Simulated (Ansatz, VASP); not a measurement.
# Cross-check of SnTe2 between VASP and Ansatz, part 2 of 2

Aim: how closely do two programs agree when they are given the same cell, functional and k mesh? The cell is generated by rule, not measured, and may not be a known phase. The cell is taken from a series of runs on this material, whose earlier steps may have relaxed, scaled, displaced or heated it; both programs get it as it stands.

VASP 6.6.1 and Ansatz 0.2.0.

So far. Step 2 (VASP: single point, PBE, pair 1): The run ends at a pressure of -1.28 GPa, with forces up to 0.21 eV/Å. Step 3 (Ansatz: single point, PBE, pair 1): The run ends at a pressure of -1.27 GPa, with forces up to 0.21 eV/Å.

The structure was built from a prototype and need not be the compound's stable phase.

## (5) Ansatz: single point, PBE, pair 2

Level of this step: Ansatz beside VASP: Kohn-Sham DFT, plane waves, PBE (Ansatz).

A single point takes one fixed geometry, so differences don't come from the geometry; what else differs is listed under the comparison.

The cell is taken from a series of runs on this material, whose earlier steps may have relaxed, scaled, displaced or heated it; both programs get it as it stands.

Contents of input.yaml:

```yaml
crystal:
  lattice:
    - [7.0577214653, 0.0, 0.0]
    - [0.0, 7.0577214653, 0.0]
    - [0.0, 0.0, 8.8481204969]
  atoms:
    - { symbol: Sn, position: [-0.0017376298, 0.0017376298, 0.0] }
    - { symbol: Sn, position: [0.0017376298, -0.0017376298, 0.5] }
    - { symbol: Sn, position: [0.5017376298, 0.5017376298, 0.25] }
    - { symbol: Sn, position: [0.4982623702, 0.4982623702, 0.75] }
    - { symbol: Te, position: [0.3059619351, 0.298176684, 0.00107493] }
    - { symbol: Te, position: [0.298176684, 0.3059619351, 0.49892507] }
    - { symbol: Te, position: [0.701823316, 0.6940380649, -0.00107493] }
    - { symbol: Te, position: [0.6940380649, 0.701823316, 0.50107493] }
    - { symbol: Te, position: [0.798176684, 0.1940380649, 0.25107493] }
    - { symbol: Te, position: [0.8059619351, 0.201823316, 0.74892507] }
    - { symbol: Te, position: [0.1940380649, 0.798176684, 0.24892507] }
    - { symbol: Te, position: [0.201823316, 0.8059619351, 0.75107493] }
kpoints:
  mp_grid: { grid: [6, 6, 4] }
hamiltonian:
  xc: pbe
scf:
  occupations: { method: methfessel_paxton, width: 0.2 }
output:
  forces: true
  stress: true
  eigenvalues: true
```

Run with:

```console
$ ansatz run input.yaml --threads 4 --pin off --max-ram 14336MiB --backend cpu --events-out ev --progress --plain --runs-dir out
```

Numbers of over 12 decimals in the logs are rounded to 6 here.

The log of the run:

```text
[...]
Crystal: 12 atoms, lattice volume = 440.738 Å³
Basis set: ecut = 420 eV, 8609 PW (Γ), exchange–correlation on 96×96×120 points (8 copies of the dense FFT grid, shifted against one another)
Bands: 111, of which v1, the nominal top of the filled ones, is band 92 counted from 1 (91 counted from 0)
Symmetry: 8 space group operations
[...]
k-point 0: bands = [... 88 lower, 6.1233, 6.1233, 6.7556, 6.7556, 7.1011, 7.1011, 7.3915, 7.4573, ... 15 higher]
  k-point 1: bands = [... 88 lower, 6.2674, 6.5553, 6.7056, 6.7825, 6.8611, 7.2509, 7.7434, 7.9499, ... 15 higher]
  k-point 2: bands = [... 88 lower, 6.5072, 6.5072, 6.8483, 6.8483, 6.8491, 6.8491, 8.3392, 8.3392, ... 15 higher]
  k-point 29: bands = [... 88 lower, 6.4724, 6.4724, 6.4724, 6.4724, 7.4226, 7.4226, 7.4226, 7.4226, ... 15 higher]
[key lines of the parts left out:]
SCF converged after 6 iterations
Free energy (F): -79935.470233 eV
Fermi energy:    6.799940 eV
P = ⅓ Tr σ = -0.0111 GPa (-0.111 kbar)
```

The run ends at a pressure of -0.01 GPa, with forces up to 0.062 eV/Å.

## (6) VASP: single point, PBE, pair 2

The same cell, functional, mesh and smearing now go to VASP, with its own data sets.

Contents of INCAR:

```
SYSTEM = SnTe2
PREC = Accurate
ENCUT = 500
EDIFF = 1E-06
NELM = 120
ISMEAR = 1
SIGMA = 0.2
LREAL = .FALSE.
ALGO = Normal
GGA = PE
NBANDS = 64
LORBIT = 11
LWAVE = .FALSE.
LCHARG = .FALSE.
ISIF = 2
LASPH = .TRUE.
GGA_COMPAT = .FALSE.
KPAR = 2
```

Contents of POSCAR:

```
SnTe2
1.0
    7.0577214653      0.0000000000      0.0000000000
    0.0000000000      7.0577214653      0.0000000000
    0.0000000000      0.0000000000      8.8481204969
Sn Te
4 8
Direct
    0.9982623702      0.0017376298      0.0000000000
    0.0017376298      0.9982623702      0.5000000000
    0.5017376298      0.5017376298      0.2500000000
    0.4982623702      0.4982623702      0.7500000000
    0.3059619351      0.2981766840      0.0010749300
    0.2981766840      0.3059619351      0.4989250700
    0.7018233160      0.6940380649      0.9989250700
    0.6940380649      0.7018233160      0.5010749300
    0.7981766840      0.1940380649      0.2510749300
    0.8059619351      0.2018233160      0.7489250700
    0.1940380649      0.7981766840      0.2489250700
    0.2018233160      0.8059619351      0.7510749300
```

Contents of KPOINTS:

```
Automatic mesh
0
Gamma
6 6 4
0 0 0
```

PAW data sets: Sn_d and Te (PBE family, release 64).

Run with:

```console
$ mpirun -np 2 vasp_std
```

The log of the run:

```text
[... set-up lines as in an earlier step ...]
 entering main loop
       N       E                     dE             d eps       ncg     rms          rms(c)
DAV:   1     0.953910941606E+03    0.95391E+03   -0.42496E+04  3840   0.162E+03
DAV:   2     0.113572733639E+03   -0.84034E+03   -0.81640E+03  4016   0.405E+02
DAV:   3    -0.297613193442E+02   -0.14333E+03   -0.13915E+03  4480   0.171E+02
DAV:   4    -0.395843922098E+02   -0.98231E+01   -0.96317E+01  4504   0.450E+01
[...]
DAV:  11    -0.394917330631E+02   -0.70674E-04   -0.10165E-04  4392   0.340E-02    0.111E-02
DAV:  12    -0.394917398149E+02   -0.67518E-05   -0.14538E-05  4184   0.179E-02    0.500E-03
DAV:  13    -0.394917391223E+02    0.69262E-06   -0.15794E-06  2840   0.645E-03
   1 F= -.39491739E+02 E0= -.39490417E+02  d E =-.396546E-02
```

From OUTCAR (step 6):

```text
  Total       -0.0860199     -0.0860199     -0.0660731      0.0000000      0.0000000      0.0000000
  in kB       -0.3127010     -0.3127010     -0.2401903      0.0000000      0.0000000      0.0000000
  external PRESSURE =      -0.2885308 kB  Pullay stress =       0.0000000 kB

 POSITION                                       TOTAL-FORCE (eV/Angst)
 -----------------------------------------------------------------------------------
      7.04546      0.01226      0.00000        -0.017491      0.017491      0.000000
      0.01226      7.04546      4.42406         0.017491     -0.017491      0.000000
      3.54112      3.54112      2.21203         0.017491      0.017491      0.000000
      3.51660      3.51660      6.63609        -0.017491     -0.017491     -0.000000
      2.15939      2.10445      0.00951         0.038806     -0.045117      0.014870
      2.10445      2.15939      4.41455        -0.045117      0.038806     -0.014870
      4.95327      4.89833      8.83861         0.045117     -0.038806     -0.014870
      4.89833      4.95327      4.43357        -0.038806      0.045117      0.014870
      5.63331      1.36947      2.22154        -0.045117     -0.038806      0.014870
      5.68825      1.42441      6.62658         0.038806      0.045117     -0.014870
      1.36947      5.63331      2.20252        -0.038806     -0.045117     -0.014870
      1.42441      5.68825      6.64560         0.045117      0.038806      0.014870
 -----------------------------------------------------------------------------------
    total drift:                               -0.000000      0.000000     -0.000000

  FREE ENERGIE OF THE ION-ELECTRON SYSTEM (eV)
  ---------------------------------------------------
  free  energy   TOTEN  =       -39.4917391223 eV

  energy  without entropy=      -39.4877736632  energy(sigma->0) =      -39.49041730

[... 2 parts as in an earlier step ...]

[... 1 further part left out ...]
[key lines of the parts left out:]
E-fermi :   4.3855
```

The run ends at a pressure of -0.03 GPa, with forces up to 0.061 eV/Å.

## (7) Side by side

What differs besides the data sets and the points named for the pairs above, as far as they apply: the data sets hold 184 valence electrons in Ansatz (on its default PAW (the set named soft_2) files) and 104 in VASP. Total energies have different zeros and are not compared.

Compared:

```
      quantity  Ansatz   VASP  difference
pressure (GPa)   -0.01  -0.03       +0.02
```

Forces on 7 of the 12 atoms, those with the largest forces and the largest differences (eV/Å; atoms numbered as in POSCAR):

| atom | Ansatz x, y, z | VASP x, y, z |
| --- | --- | --- |
| Te5 | 0.041, -0.044, 0.015 | 0.039, -0.045, 0.015 |
| Te6 | -0.044, 0.041, -0.015 | -0.045, 0.039, -0.015 |
| Te7 | 0.044, -0.041, -0.015 | 0.045, -0.039, -0.015 |
| Te8 | -0.041, 0.044, 0.015 | -0.039, 0.045, 0.015 |
| Te9 | -0.044, -0.041, 0.015 | -0.045, -0.039, 0.015 |
| Te10 | 0.041, 0.044, -0.015 | 0.039, 0.045, -0.015 |
| Te12 | 0.044, 0.041, 0.015 | 0.045, 0.039, 0.015 |

The forces differ by 1.3 meV/Å r.m.s., which is 4.3 % of the r.m.s. force of 0.030 eV/Å (both taken over all components).

## (8) Ansatz: single point, PBE, pair 3

A single point takes one fixed geometry, so differences don't come from the geometry; what else differs is listed under the comparison.

The cell is taken from a series of runs on this material, whose earlier steps may have relaxed, scaled, displaced or heated it; both programs get it as it stands.

Contents of input.yaml:

```yaml
crystal:
  lattice:
    - [7.0577214653, 0.0, 0.0]
    - [0.0, 7.0577214653, 0.0]
    - [0.0, 0.0, 8.8481204969]
  atoms:
    - { symbol: Sn, position: [-0.0034752596, 0.0034752596, 0.0] }
    - { symbol: Sn, position: [0.0034752596, -0.0034752596, 0.5] }
    - { symbol: Sn, position: [0.5034752596, 0.5034752596, 0.25] }
    - { symbol: Sn, position: [0.4965247404, 0.4965247404, 0.75] }
    - { symbol: Te, position: [0.3098545606, 0.2942840585, 0.00214986] }
    - { symbol: Te, position: [0.2942840585, 0.3098545606, 0.49785014] }
    - { symbol: Te, position: [0.7057159415, 0.6901454394, -0.00214986] }
    - { symbol: Te, position: [0.6901454394, 0.7057159415, 0.50214986] }
    - { symbol: Te, position: [0.7942840585, 0.1901454394, 0.25214986] }
    - { symbol: Te, position: [0.8098545606, 0.2057159415, 0.74785014] }
    - { symbol: Te, position: [0.1901454394, 0.7942840585, 0.24785014] }
    - { symbol: Te, position: [0.2057159415, 0.8098545606, 0.75214986] }
kpoints:
  mp_grid: { grid: [6, 6, 4] }
hamiltonian:
  xc: pbe
scf:
  occupations: { method: methfessel_paxton, width: 0.2 }
output:
  forces: true
  stress: true
  eigenvalues: true
```

Run with:

```console
$ ansatz run input.yaml --threads 4 --pin off --max-ram 14336MiB --backend cpu --events-out ev --progress --plain --runs-dir out
```

The log of the run:

```text
[...]
Crystal: 12 atoms, lattice volume = 440.738 Å³
Basis set: ecut = 420 eV, 8609 PW (Γ), exchange–correlation on 96×96×120 points (8 copies of the dense FFT grid, shifted against one another)
Bands: 111, of which v1, the nominal top of the filled ones, is band 92 counted from 1 (91 counted from 0)
Symmetry: 8 space group operations
[...]
k-point 0: bands = [... 88 lower, 6.1417, 6.1417, 6.7206, 6.7206, 7.1340, 7.1340, 7.3929, 7.4574, ... 15 higher]
  k-point 1: bands = [... 88 lower, 6.2595, 6.5727, 6.6299, 6.7766, 6.9409, 7.2505, 7.7450, 7.9463, ... 15 higher]
  k-point 2: bands = [... 88 lower, 6.5067, 6.5067, 6.8438, 6.8438, 6.8872, 6.8872, 8.3298, 8.3298, ... 15 higher]
  k-point 29: bands = [... 88 lower, 6.4893, 6.4893, 6.4893, 6.4893, 7.4197, 7.4197, 7.4197, 7.4197, ... 15 higher]
[key lines of the parts left out:]
SCF converged after 6 iterations
Free energy (F): -79935.501686 eV
Fermi energy:    6.803116 eV
P = ⅓ Tr σ = -0.0472 GPa (-0.472 kbar)
```

The run ends at a pressure of -0.05 GPa, with forces up to 0.12 eV/Å.

## (9) VASP: single point, PBE, pair 3

The same cell, functional, mesh and smearing now go to VASP, with its own data sets.

INCAR is that of step 6.

Contents of POSCAR:

```
SnTe2
1.0
    7.0577214653      0.0000000000      0.0000000000
    0.0000000000      7.0577214653      0.0000000000
    0.0000000000      0.0000000000      8.8481204969
Sn Te
4 8
Direct
    0.9965247404      0.0034752596      0.0000000000
    0.0034752596      0.9965247404      0.5000000000
    0.5034752596      0.5034752596      0.2500000000
    0.4965247404      0.4965247404      0.7500000000
    0.3098545606      0.2942840585      0.0021498600
    0.2942840585      0.3098545606      0.4978501400
    0.7057159415      0.6901454394      0.9978501400
    0.6901454394      0.7057159415      0.5021498600
    0.7942840585      0.1901454394      0.2521498600
    0.8098545606      0.2057159415      0.7478501400
    0.1901454394      0.7942840585      0.2478501400
    0.2057159415      0.8098545606      0.7521498600
```

KPOINTS is that of step 6.

Run with:

```console
$ mpirun -np 2 vasp_std
```

The log of the run:

```text
[... set-up lines as in an earlier step ...]
 entering main loop
       N       E                     dE             d eps       ncg     rms          rms(c)
DAV:   1     0.952993362934E+03    0.95299E+03   -0.42506E+04  3840   0.162E+03
DAV:   2     0.113406476390E+03   -0.83959E+03   -0.81603E+03  4024   0.405E+02
DAV:   3    -0.297809049928E+02   -0.14319E+03   -0.13907E+03  4464   0.171E+02
DAV:   4    -0.396110245018E+02   -0.98301E+01   -0.96417E+01  4528   0.450E+01
[...]
DAV:  11    -0.395228514868E+02   -0.70747E-04   -0.10591E-04  4424   0.349E-02    0.119E-02
DAV:  12    -0.395228587147E+02   -0.72279E-05   -0.15847E-05  4208   0.190E-02    0.523E-03
DAV:  13    -0.395228580609E+02    0.65378E-06   -0.15633E-06  2736   0.665E-03
   1 F= -.39522858E+02 E0= -.39523779E+02  d E =0.276262E-02
```

Parts of OUTCAR (step 9):

```text
  Total       -0.1455543     -0.1455543     -0.2471391      0.0000000     -0.0000000     -0.0000000
  in kB       -0.5291215     -0.5291215     -0.8984046      0.0000000     -0.0000000     -0.0000000
  external PRESSURE =      -0.6522159 kB  Pullay stress =       0.0000000 kB

 POSITION                                       TOTAL-FORCE (eV/Angst)
 -----------------------------------------------------------------------------------
      7.03319      0.02453      0.00000        -0.032555      0.032555     -0.000000
      0.02453      7.03319      4.42406         0.032555     -0.032555     -0.000000
      3.55339      3.55339      2.21203         0.032555      0.032555     -0.000000
      3.50433      3.50433      6.63609        -0.032555     -0.032555     -0.000000
      2.18687      2.07697      0.01902         0.075015     -0.084476      0.028556
      2.07697      2.18687      4.40504        -0.084476      0.075015     -0.028556
      4.98075      4.87085      8.82910         0.084476     -0.075015     -0.028556
      4.87085      4.98075      4.44308        -0.075015      0.084476      0.028556
      5.60584      1.34199      2.23105        -0.084476     -0.075015      0.028556
      5.71573      1.45189      6.61707         0.075015      0.084476     -0.028556
      1.34199      5.60584      2.19301        -0.075015     -0.084476     -0.028556
      1.45189      5.71573      6.65511         0.084476      0.075015      0.028556
 -----------------------------------------------------------------------------------
    total drift:                               -0.000000      0.000000     -0.000000

  FREE ENERGIE OF THE ION-ELECTRON SYSTEM (eV)
  ---------------------------------------------------
  free  energy   TOTEN  =       -39.5228580609 eV

  energy  without entropy=      -39.5256206785  energy(sigma->0) =      -39.52377893

[... 2 parts as in an earlier step ...]

[... 1 further part left out ...]
[key lines of the parts left out:]
E-fermi :   4.3887
```

The run ends at a pressure of -0.07 GPa, with forces up to 0.12 eV/Å.

## (10) Differences

What differs besides the data sets and the points named for the pairs above, as far as they apply: the data sets hold 184 valence electrons in Ansatz (on its default PAW (the set named soft_2) files) and 104 in VASP. Total energies have different zeros and are not compared.

Compared:

```
      quantity  Ansatz   VASP  difference
pressure (GPa)   -0.05  -0.07       +0.02
```

Forces on 7 of the 12 atoms, those with the largest forces and the largest differences (eV/Å; atoms numbered as in POSCAR):

```csv
atom,"Ansatz x, y, z","VASP x, y, z"
Te5,"0.078, -0.083, 0.028","0.075, -0.084, 0.029"
Te7,"0.083, -0.078, -0.028","0.084, -0.075, -0.029"
Te8,"-0.078, 0.083, 0.028","-0.075, 0.084, 0.029"
Te9,"-0.083, -0.078, 0.028","-0.084, -0.075, 0.029"
Te10,"0.078, 0.083, -0.028","0.075, 0.084, -0.029"
Te11,"-0.078, -0.083, -0.028","-0.075, -0.084, -0.029"
Te12,"0.083, 0.078, 0.028","0.084, 0.075, 0.029"
```

The forces differ by 1.5 meV/Å r.m.s., which is 2.6 % of the r.m.s. force of 0.057 eV/Å (both taken over all components).

## (11) What came out

* r.m.s. force difference (single point, PBE, pair 1): 1.6 meV/Å
* r.m.s. force difference (single point, PBE, pair 2): 1.3 meV/Å
* r.m.s. force difference (single point, PBE, pair 3): 1.5 meV/Å

What this shows: The r.m.s. force difference is 1.6 meV/Å (single point, PBE, pair 1), within the 12 meV/Å picked in this series as the mark of a large difference. The data sets hold unlike numbers of valence electrons (184 in Ansatz and 104 in VASP), so part of the differences may come from the potentials. Such differences can come from data sets, numerical settings and the points named under the comparisons, not from the functional's error against experiment.

[Lines on the potential files, build, host, timing and source positions are cut from VASP's logs without a mark.]

[Logs are printed without paths, hosts, clocks, repeated set-up lines and the standing remarks that a program may print on its own settings, such as how far it seeks lower states.]

[Hosts, paths, dates, database ids (printed as entryN), source tags and the programs' standing remarks are cut or masked in the printed files.]
